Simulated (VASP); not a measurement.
**Pb: relaxation of cell and atoms with PBEsol**

Crystal: Pb.

```
Pb
1.0
     0.00000    2.46500    2.46500
     2.46500    0.00000    2.46500
     2.46500    2.46500    0.00000
Pb
1
Direct
  0.00000 0.00000 0.00000
```

The cell was built by a generator and needn't be a form met in nature.

- Program: VASP 6.6.1
- Task: relaxation of cell and atoms
- Functional: PBEsol
- Potentials or basis: VASP PAW PBE potentials, release 64 (Pb_d)
- Cutoff: 600 eV
- k mesh: 14 × 14 × 14
- Occupations: methfessel-paxton, width 0.1 eV
- Spin: no spin polarisation
- Further INCAR settings: ALGO = Normal; EDIFF = 1e-06; IBRION = 2; EDIFFG = -0.005; NSW = 40; ISIF = 3

```yaml
Relaxed_volume: 30.04 Å³/atom
Relaxed_cell: a = 3.489 Å, b = 3.489 Å, c = 3.489 Å, α = 60.00°, β = 60.00°, γ = 60.00°
Space_group_after_relaxing_to_0.05_Å: Fm-3m (No. 225)
Energy_gained_by_relaxing: 0.0 meV/atom
Ionic_steps: 2
Pressure_after_relaxing: 0.0 GPa
Band_gap_on_the_k_mesh: none (metal or under the smearing width)
```

Final structure:
```
Pb
1.0
     0.00000    2.46744    2.46744
     2.46744    0.00000    2.46744
     2.46744    2.46744    0.00000
Pb
1
Direct
  0.00000 0.00000 0.00000
```

Levels at points of the mesh, in eV from the Fermi level:
```tsv
k point	band 4	band 5	band 6	band 7	band 8	band 9	band 10	band 11
(0.00, 0.00, 0.00)	-16.89	-16.89	-11.87	7.44	7.44	7.44	9.73	11.39
(0.50, 0.00, 0.00)	-16.75	-16.75	-8.19	-4.31	5.58	5.58	9.19	9.50
(0.50, 0.50, 0.00)	-16.71	-16.71	-6.75	-3.36	2.01	2.01	5.35	6.64
```

It took 52 s on 1 thread of Intel(R) Xeon(R) Platinum 8375C CPU @ 2.90GHz (Ice Lake), with other jobs on the host, peak memory 0.19 GiB.

Caveat: the PAW data sets were made with another functional, which shifts forces and pressure a little. The run has no spin-orbit coupling, so splittings on Pb are missing.
